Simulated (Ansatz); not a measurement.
The system is Ir.

```
CELL_PARAMETERS angstrom
0.00000 1.91560 1.91560
1.91560 0.00000 1.91560
1.91560 1.91560 0.00000
ATOMIC_POSITIONS crystal
Ir 0.00000 0.00000 0.00000
```

```yaml
Program: Ansatz 0.2.0
Task: relaxation of cell and atoms
Functional: revPBE
Potentials_or_basis: Ansatz PAW
Cutoff: "420 eV (not typed: the program's choice for these potentials)"
k_mesh: 12 × 12 × 12
Occupations: fermi-dirac, width 0.05 eV
Spin: no spin polarisation
```

At the start: volume 14.06 Å³/atom.

Q: How do energy, volume and symmetry change on relaxing?

A: It ends after 5 steps and the volume is 14.61 Å³/atom (+3.9 %); space group Fm-3m (No. 225, to 0.05 Å).

The path:
```
step  energy change (eV)  largest force (eV/Å)  volume (Å³)
   1              0.0000                0.0000        14.06
   2             -0.0227                0.0000        14.68
   3             -0.0231                0.0000        14.61
   4             -0.0231                0.0000        14.61
   5             -0.0233                0.0000        14.61
```

Final structure:
```
Ir
1.0
     0.00000    1.94022    1.94022
     1.94022    0.00000    1.94022
     1.94022    1.94022    0.00000
Ir
1
Direct
  0.00000 0.00000 0.00000
```

Caveat: the plane-wave basis is chosen anew once the cell has moved, so the energies of steps on either side of that aren't comparable; the PAW data sets come from PBE, with cores solved anew for the run's functional, which leaves a small shift of forces and pressure.
